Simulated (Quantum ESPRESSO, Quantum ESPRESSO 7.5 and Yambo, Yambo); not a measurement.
## CuI (Marshite): G0W0 with Yambo, start to end

Aim: the G0W0 gap of CuI (Marshite) on PBE, step by step.

Method: PBE and many-body steps on it, plane waves, in Quantum ESPRESSO 7.5 and Yambo 5.3.0.

The database entry behind the starting cell differs from later determinations by our own check (about 0.15 % long (mineral sample)), so it need not match the best structure at ambient conditions.

In doubt: a PseudoDojo file used here is known to give poor structures and forces, which bears on pressures, cells, forces and phonons.

## Step 1: The starting structure

Symmetry: F-43m, No. 216, cubic system. Conventional cell: a = 6.063 Å, b = 6.063 Å, c = 6.063 Å, α = 90.00°, β = 90.00°, γ = 90.00°. Cu has 4 I at 2.63 Å nearest. Nearest to I lie 4 Cu at 2.63 Å. Farther neighbours and most contacts between anions are not listed.

The cell and positions come from the Crystallography Open Database and are kept as given unless a step says otherwise. Spin-orbit coupling is left out unless a step names it.

## Step 2: Ground state

This step: Quantum ESPRESSO 7.5; DFT, PBE, plane waves, norm-conserving pseudopotentials.

The ground-state density comes first.

pw.in

```
&control
  calculation = 'scf'
  prefix = 'x'
  outdir = 'o'
  pseudo_dir = 'pseudo'
/
&system
  ibrav = 0
  nat = 2
  ntyp = 2
  ecutwfc = 84.0
  nbnd = 27
  force_symmorphic = .true.
/
&electrons
  conv_thr = 1e-10
  electron_maxstep = 80
  mixing_beta = 0.5
/
ATOMIC_SPECIES
  Cu 63.546 Cu.upf
  I 126.9 I.upf
CELL_PARAMETERS angstrom
  0.0000000000 3.0315000000 3.0315000000
  3.0315000000 -0.0000000000 3.0315000000
  3.0315000000 3.0315000000 0.0000000000
ATOMIC_POSITIONS crystal
  Cu 0.2500000000 0.2500000000 0.2500000000
  I 0.0000000000 0.0000000000 0.0000000000
K_POINTS automatic
  6 6 6 0 0 0
```

Started as:

```bash
$ OMP_NUM_THREADS=1 mpirun -n 8 pw.x -nk 8 -in pw.in > pw.out
```

The program printed:

```text
Program PWSCF v.7.5 starts

     This program is part of the open-source Quantum ESPRESSO suite
     for quantum simulation of materials; please cite
         "P. Giannozzi et al., J. Phys.:Condens. Matter 21 395502 (2009);
         "P. Giannozzi et al., J. Phys.:Condens. Matter 29 465901 (2017);
         "P. Giannozzi et al., J. Chem. Phys. 152 154105 (2020);
     in publications or presentations arising from this work. More details at
     Message from routine setup:
     using ibrav=0 with symmetry is DISCOURAGED, use correct ibrav instead

     G-vector sticks info

     bravais-lattice index     =            0
     lattice parameter (alat)  =       8.1016  a.u.
     unit-cell volume          =     376.0099 (a.u.)^3
     number of atoms/cell      =            2
     number of atomic types    =            2
     number of electrons       =        44.00
     number of Kohn-Sham states=           27
     kinetic-energy cutoff     =      84.0000  Ry
     charge density cutoff     =     336.0000  Ry
     scf convergence threshold =      1.0E-10
     mixing beta               =       0.5000
     number of iterations used =            8  plain     mixing
     Exchange-correlation= PBE
                           (   1   4   3   4   0   0   0)

     celldm(1)=   8.101612  celldm(2)=   0.000000  celldm(3)=   0.000000
     celldm(4)=   0.000000  celldm(5)=   0.000000  celldm(6)=   0.000000

     crystal axes: (cart. coord. in units of alat)
               a(1) = (   0.000000   0.707107   0.707107 )
               a(2) = (   0.707107  -0.000000   0.707107 )
               a(3) = (   0.707107   0.707107   0.000000 )

     reciprocal axes: (cart. coord. in units 2 pi/alat)
               b(1) = ( -0.707107  0.707107  0.707107 )
               b(2) = (  0.707107 -0.707107  0.707107 )
               b(3) = (  0.707107  0.707107 -0.707107 )
     Pseudo is Norm-conserving + core correction, Zval = 19.0
     Generated using ONCVPSP code by D. R. Hamann
     Using radial grid of 1492 points,  6 beta functions with:
     Pseudo is Norm-conserving + core correction, Zval = 25.0
     Generated using ONCVPSP code by D. R. Hamann
     Using radial grid of 1188 points,  8 beta functions with:
     Cu               19.00    63.54600     Cu( 1.00)
     I                25.00   126.90000     I ( 1.00)

     24 Sym. Ops. (no inversion) found

   Cartesian axes

     site n.     atom                  positions (alat units)
         1        Cu     tau(   1) = (   0.3535534   0.3535534   0.3535534  )
         2        I      tau(   2) = (   0.0000000   0.0000000   0.0000000  )

     number of k points=    16
                       cart. coord. in units 2pi/alat
        k(    1) = (   0.0000000   0.0000000   0.0000000), wk =   0.0092593
        k(    2) = (   0.1178511   0.1178511  -0.1178511), wk =   0.0740741
        k(    3) = (   0.2357023   0.2357023  -0.2357023), wk =   0.0740741
        k(    4) = (  -0.3535534  -0.3535534   0.3535534), wk =   0.0370370
        k(    5) = (   0.2357023   0.0000000  -0.0000000), wk =   0.0555556
        k(    6) = (   0.3535534   0.1178511  -0.1178511), wk =   0.2222222
        k(    7) = (  -0.2357023  -0.4714045   0.4714045), wk =   0.2222222
        k(    8) = (  -0.1178511  -0.3535534   0.3535534), wk =   0.2222222
        k(    9) = (   0.0000000  -0.2357023   0.2357023), wk =   0.1111111
        k(   10) = (   0.4714045   0.0000000  -0.0000000), wk =   0.0555556
     [... 4 further rows ...]
        k(   15) = (  -0.1178511  -0.3535534   0.5892557), wk =   0.2222222
        k(   16) = (  -0.7071068   0.2357023   0.0000000), wk =   0.1111111

     Dense  grid:    39189 G-vectors     FFT dimensions: (  48,  48,  48)

     Initial potential from superposition of free atoms

     starting charge      43.9996, renormalised to      44.0000
     Starting wfcs are   23 randomized atomic wfcs +    4 random wfcs

     per-process dynamical memory:    31.0 Mb

     Self-consistent Calculation

     iteration #  1     ecut=    84.00 Ry     beta= 0.50

     Threshold (ethr) on eigenvalues was too large:
     Diagonalizing with lowered threshold

     total energy              =   -1004.64239482 Ry
     estimated scf accuracy    <       0.07428795 Ry

     iteration #  2     ecut=    84.00 Ry     beta= 0.50

     total energy              =   -1004.66552703 Ry
     estimated scf accuracy    <       0.06644995 Ry

     iteration #  3     ecut=    84.00 Ry     beta= 0.50

     total energy              =   -1004.67483393 Ry
     estimated scf accuracy    <       0.00140174 Ry

     iteration #  4     ecut=    84.00 Ry     beta= 0.50

     total energy              =   -1004.67512160 Ry
     estimated scf accuracy    <       0.00085086 Ry

     iteration #  5     ecut=    84.00 Ry     beta= 0.50

     total energy              =   -1004.67526126 Ry
     estimated scf accuracy    <       0.00000613 Ry

     iteration #  6     ecut=    84.00 Ry     beta= 0.50

     total energy              =   -1004.67525989 Ry
     estimated scf accuracy    <       0.00001630 Ry

     iteration #  7     ecut=    84.00 Ry     beta= 0.50

     total energy              =   -1004.67526474 Ry
     estimated scf accuracy    <       0.00000387 Ry

     iteration #  8     ecut=    84.00 Ry     beta= 0.50

     total energy              =   -1004.67526522 Ry
     estimated scf accuracy    <       0.00000010 Ry

     iteration #  9     ecut=    84.00 Ry     beta= 0.50

     total energy              =   -1004.67526523 Ry
     estimated scf accuracy    <          8.7E-09 Ry

     iteration # 10     ecut=    84.00 Ry     beta= 0.50

     total energy              =   -1004.67526523 Ry
     estimated scf accuracy    <          8.5E-09 Ry

     iteration # 11     ecut=    84.00 Ry     beta= 0.50

     End of self-consistent calculation

          k = 0.0000 0.0000 0.0000 (  4909 PWs)   bands (ev):

  -167.0560-113.9829-113.9829-113.9829-102.3482 -59.7749 -59.7749 -59.7749
   -36.5976 -36.5976 -36.5952 -36.5952 -36.5952  -4.8943   5.5003   5.5003
     5.5003   7.3186   7.3186   9.1591   9.1591   9.1591  10.2556  14.0271
    14.0271  14.0271  17.2831

          k = 0.1179 0.1179-0.1179 (  4870 PWs)   bands (ev):

  -167.0560-113.9828-113.9828-113.9828-102.3482 -59.7748 -59.7748 -59.7748
   -36.5942 -36.5942 -36.5936 -36.5874 -36.5874  -4.7695   4.9894   5.5088
     5.5088   7.3098   7.3098   8.2966   8.9664   8.9664  11.1872  14.0221
    14.3750  14.3750  17.9718

          k = 0.2357 0.2357-0.2357 (  4879 PWs)   bands (ev):

  -167.0560-113.9828-113.9828-113.9828-102.3482 -59.7748 -59.7748 -59.7748
   -36.5953 -36.5953 -36.5926 -36.5874 -36.5874  -4.4958   4.0114   5.5190
     5.5190   7.3210   7.3210   7.6146   8.6206   8.6206  11.3723  14.6367
    14.6367  15.5573  17.7767

          k =-0.3536-0.3536 0.3536 (  4910 PWs)   bands (ev):

     [... further k-points ...]

     highest occupied, lowest unoccupied level (ev):     9.1591   10.2556

!    total energy              =   -1004.67526523 Ry
     estimated scf accuracy    <          3.1E-12 Ry

     The total energy is the sum of the following terms:
     one-electron contribution =    -810.28904780 Ry
     hartree contribution      =     392.75898856 Ry
     xc contribution           =    -126.08870107 Ry
     ewald contribution        =    -461.05650492 Ry

     convergence has been achieved in  11 iterations

     XML data file, charge density, pseudopotentials, collected wavefunctions

=------------------------------------------------------------------------------=
   JOB DONE.
=------------------------------------------------------------------------------=
```

Wall time 6.4 s (8 MPI ranks of Arm Neoverse V2, shared host); peak memory 0.63 GiB.

This step gave:

* total energy: -13669.3033 eV
* gap: 1.096 eV
* k of the valence top: 0, 0, 0
* k of the conduction bottom: 0, 0, 0
* least direct gap: 1.096 eV

The gap is direct, at Γ.

## Step 3: Bands along the symmetry lines

Levels along a band path, at the cheap level, show where the edges lie and whether the meshes to come will hold them.

pw.in

```
&control
  calculation = 'bands'
  prefix = 'x'
  outdir = 'o'
  pseudo_dir = 'pseudo'
/
&system
  ibrav = 0
  nat = 2
  ntyp = 2
  ecutwfc = 84.0
  nbnd = 28
  force_symmorphic = .true.
/
&electrons
  conv_thr = 1e-9
  electron_maxstep = 80
  diago_full_acc = .true.
  diago_thr_init = 5e-6
/
ATOMIC_SPECIES
  Cu 63.546 Cu.upf
  I 126.9 I.upf
CELL_PARAMETERS angstrom
  0.0000000000 3.0315000000 3.0315000000
  3.0315000000 -0.0000000000 3.0315000000
  3.0315000000 3.0315000000 0.0000000000
ATOMIC_POSITIONS crystal
  Cu 0.2500000000 0.2500000000 0.2500000000
  I 0.0000000000 0.0000000000 0.0000000000
K_POINTS crystal
  50
  0.00000000 0.00000000 0.00000000 1
  -0.06250000 -0.06250000 0.00000000 1
  -0.12500000 -0.12500000 0.00000000 1
  -0.18750000 -0.18750000 0.00000000 1
  -0.25000000 -0.25000000 0.00000000 1
  -0.31250000 -0.31250000 0.00000000 1
  -0.37500000 -0.37500000 0.00000000 1
  -0.43750000 -0.43750000 0.00000000 1
  -0.50000000 -0.50000000 0.00000000 1
  -0.48437500 -0.48437500 0.03125000 1
  -0.46875000 -0.46875000 0.06250000 1
  -0.45312500 -0.45312500 0.09375000 1
  -0.43750000 -0.43750000 0.12500000 1
  -0.42187500 -0.42187500 0.15625000 1
  -0.40625000 -0.40625000 0.18750000 1
  -0.39062500 -0.39062500 0.21875000 1
  -0.37500000 -0.37500000 0.25000000 1
  -0.37500000 0.00000000 0.37500000 1
  -0.32812500 0.00000000 0.32812500 1
  -0.28125000 0.00000000 0.28125000 1
  -0.23437500 0.00000000 0.23437500 1
  -0.18750000 0.00000000 0.18750000 1
  -0.14062500 0.00000000 0.14062500 1
  -0.09375000 0.00000000 0.09375000 1
  -0.04687500 0.00000000 0.04687500 1
  0.00000000 0.00000000 0.00000000 1
  0.00000000 0.00000000 0.06250000 1
  0.00000000 0.00000000 0.12500000 1
  0.00000000 0.00000000 0.18750000 1
  0.00000000 0.00000000 0.25000000 1
  0.00000000 0.00000000 0.31250000 1
  0.00000000 0.00000000 0.37500000 1
  0.00000000 0.00000000 0.43750000 1
  -0.00000000 0.00000000 0.50000000 1
  -0.06250000 -0.03125000 0.46875000 1
  -0.12500000 -0.06250000 0.43750000 1
  -0.18750000 -0.09375000 0.40625000 1
  -0.25000000 -0.12500000 0.37500000 1
  -0.31250000 -0.15625000 0.34375000 1
  -0.37500000 -0.18750000 0.31250000 1
  -0.43750000 -0.21875000 0.28125000 1
  -0.50000000 -0.25000000 0.25000000 1
  -0.50000000 -0.28125000 0.21875000 1
  -0.50000000 -0.31250000 0.18750000 1
  -0.50000000 -0.34375000 0.15625000 1
  -0.50000000 -0.37500000 0.12500000 1
  -0.50000000 -0.40625000 0.09375000 1
  -0.50000000 -0.43750000 0.06250000 1
  -0.50000000 -0.46875000 0.03125000 1
  -0.50000000 -0.50000000 0.00000000 1
```

The program printed:

```text
[banner, memory and clock lines left out]
Program PWSCF v.7.5 starts

     Atomic positions and unit cell read from directory:
     o/x.save/

     Message from routine setup:
     using ibrav=0 with symmetry is DISCOURAGED, use correct ibrav instead

     G-vector sticks info

     bravais-lattice index     =            0
     lattice parameter (alat)  =       8.1016  a.u.
     unit-cell volume          =     376.0099 (a.u.)^3
     number of atoms/cell      =            2
     number of atomic types    =            2
     number of electrons       =        44.00
     number of Kohn-Sham states=           28
     kinetic-energy cutoff     =      84.0000  Ry
     charge density cutoff     =     336.0000  Ry
     Exchange-correlation= PBE
                           (   1   4   3   4   0   0   0)

     celldm(1)=   8.101612  celldm(2)=   0.000000  celldm(3)=   0.000000
     celldm(4)=   0.000000  celldm(5)=   0.000000  celldm(6)=   0.000000

     crystal axes: (cart. coord. in units of alat)
               a(1) = (   0.000000   0.707107   0.707107 )
               a(2) = (   0.707107  -0.000000   0.707107 )
               a(3) = (   0.707107   0.707107   0.000000 )

     reciprocal axes: (cart. coord. in units 2 pi/alat)
               b(1) = ( -0.707107  0.707107  0.707107 )
               b(2) = (  0.707107 -0.707107  0.707107 )
               b(3) = (  0.707107  0.707107 -0.707107 )
     Pseudo is Norm-conserving + core correction, Zval = 19.0
     Generated using ONCVPSP code by D. R. Hamann
     Using radial grid of 1492 points,  6 beta functions with:
     Pseudo is Norm-conserving + core correction, Zval = 25.0
     Generated using ONCVPSP code by D. R. Hamann
     Using radial grid of 1188 points,  8 beta functions with:
     Cu               19.00    63.54600     Cu( 1.00)
     I                25.00   126.90000     I ( 1.00)

     24 Sym. Ops. (no inversion) found

   Cartesian axes

     site n.     atom                  positions (alat units)
         1        Cu     tau(   1) = (   0.3535534   0.3535534   0.3535534  )
         2        I      tau(   2) = (   0.0000000   0.0000000   0.0000000  )

     number of k points=    50
                       cart. coord. in units 2pi/alat
        k(    1) = (   0.0000000   0.0000000   0.0000000), wk =   0.0400000
        k(    2) = (   0.0000000   0.0000000  -0.0883883), wk =   0.0400000
        k(    3) = (   0.0000000   0.0000000  -0.1767767), wk =   0.0400000
[...]
[... 38 further rows ...]
        k(   49) = (   0.0441942  -0.0000000  -0.7071068), wk =   0.0400000
        k(   50) = (   0.0000000   0.0000000  -0.7071068), wk =   0.0400000

     Dense  grid:    39189 G-vectors     FFT dimensions: (  48,  48,  48)

     The potential is recalculated from file :
     o/x.save/charge-density

     Starting wfcs are   23 randomized atomic wfcs +    5 random wfcs

     Band Structure Calculation

     End of band structure calculation

          k = 0.0000 0.0000 0.0000 (  4909 PWs)   bands (ev):

  -167.0560-113.9828-113.9828-113.9828-102.3482 -59.7749 -59.7749 -59.7749
   -36.5976 -36.5976 -36.5952 -36.5952 -36.5952  -4.8943   5.5003   5.5003
     5.5003   7.3186   7.3186   9.1591   9.1591   9.1591  10.2556  14.0271
    14.0271  14.0271  17.2832  18.8735

          k = 0.0000 0.0000-0.0884 (  4925 PWs)   bands (ev):

  -167.0560-113.9829-113.9829-113.9828-102.3482 -59.7749 -59.7749 -59.7749
   -36.5994 -36.5985 -36.5985 -36.5982 -36.5949  -4.8696   5.4099   5.4956
[...]
14.1755  14.1755  17.5784  18.1738

          k = 0.0000 0.0000-0.1768 (  4897 PWs)   bands (ev):

  -167.0560-113.9829-113.9829-113.9828-102.3482 -59.7749 -59.7749 -59.7748
[...]
14.5885  14.5886  17.0946  18.4674

          k =-0.0000 0.0000-0.2652 (  4905 PWs)   bands (ev):

[...]
k = 0.0000 0.0000-0.3536 (  4865 PWs)   bands (ev):

[...]
k = 0.0000-0.0000-0.4419 (  4897 PWs)   bands (ev):

[...]
k =-0.0000 0.0000-0.5303 (  4884 PWs)   bands (ev):

[...]
k = 0.0000-0.0000-0.6187 (  4888 PWs)   bands (ev):

[...]
k = 0.5303-0.0000-0.5303 (  4914 PWs)   bands (ev):

[...]
k = 0.0000 0.0000 0.0000 (  4909 PWs)   bands (ev):

[...]
k = 0.1326 0.0000-0.7071 (  4890 PWs)   bands (ev):

[...]
k = 0.0884-0.0000-0.7071 (  4884 PWs)   bands (ev):

[...]
k = 0.0442-0.0000-0.7071 (  4882 PWs)   bands (ev):

  -167.0560-113.9828-113.9828-113.9828-102.3482 -59.7749 -59.7748 -59.7748
[...]
18.1644  18.7147  18.9657  20.7298

          k = 0.0000 0.0000-0.7071 (  4880 PWs)   bands (ev):

  -167.0560-113.9828-113.9828-113.9828-102.3482 -59.7749 -59.7748 -59.7748
   -36.5931 -36.5931 -36.5925 -36.5916 -36.5867  -4.1574   3.5576   5.3813
     5.3813   7.2933   7.3713   7.4075   7.6717   7.6717  11.8621  12.0485
    18.3107  18.8995  18.8995  20.6970

     XML data file, pseudopotentials, collected wavefunctions
```

Elapsed: 5 s, on 8 MPI ranks; peak memory 0.55 GiB; 39 s of CPU time.

This step gave:

```yaml
gap: 1.096 eV
k_of_the_valence_top: 0, 0, 0
k_of_the_conduction_bottom: 0, 0, 0
least_direct_gap: 1.096 eV
```

The gap is 1.096 eV, as in the run before at this level.

The electronic bands at the labelled points (eV, zero at the top of the highest filled band):

```
    point  band 19  band 20  band 21  band 22  band 23  band 24  band 25  band 26
        Γ    -1.84     0.00     0.00     0.00     1.10     4.87     4.87     4.87
  halfway    -1.80    -1.09    -0.87    -0.87     3.19     3.38     6.78     6.78
        X    -1.79    -1.75    -1.49    -1.49     2.70     2.89     9.15     9.74
  halfway    -1.79    -1.77    -1.48    -1.42     2.86     3.37     8.40     8.98
        U    -1.81    -1.70    -1.50    -1.24     3.08     4.60     7.53     7.86
jump to K    -1.81    -1.70    -1.50    -1.24     3.08     4.60     7.53     7.86
  halfway    -1.82    -1.33    -1.06    -0.39     3.07     4.98     5.56     5.64
        Γ    -1.84     0.00     0.00     0.00     1.10     4.87     4.87     4.87
  halfway    -1.85    -1.26    -0.37    -0.37     2.24     5.42     5.42     5.46
        L    -1.81    -1.77    -0.71    -0.71     2.12     5.41     5.41     7.37
  halfway    -1.83    -1.71    -1.29    -1.00     3.46     4.67     6.21     7.41
        W    -1.89    -1.76    -1.59    -1.25     4.47     4.65     6.00     6.38
  halfway    -1.86    -1.76    -1.54    -1.34     3.38     3.49     7.78     7.90
        X    -1.79    -1.75    -1.49    -1.49     2.70     2.89     9.15     9.74
```

[end of part 1 of 3]

[Paths, hosts, dates, memory and timing lines, banners, echoed tables and standing remarks are left out of the program output.]

[Logs are printed without paths, hosts, clocks, repeated set-up lines and the standing remarks that a program may print on its own settings, such as how far it seeks lower states.]

[Runs of the session that timed out or met a known fault of the program may be left out.]

[Hosts, paths, dates, database ids (printed as entryN), source tags and the programs' standing remarks are cut or masked in the printed files.]
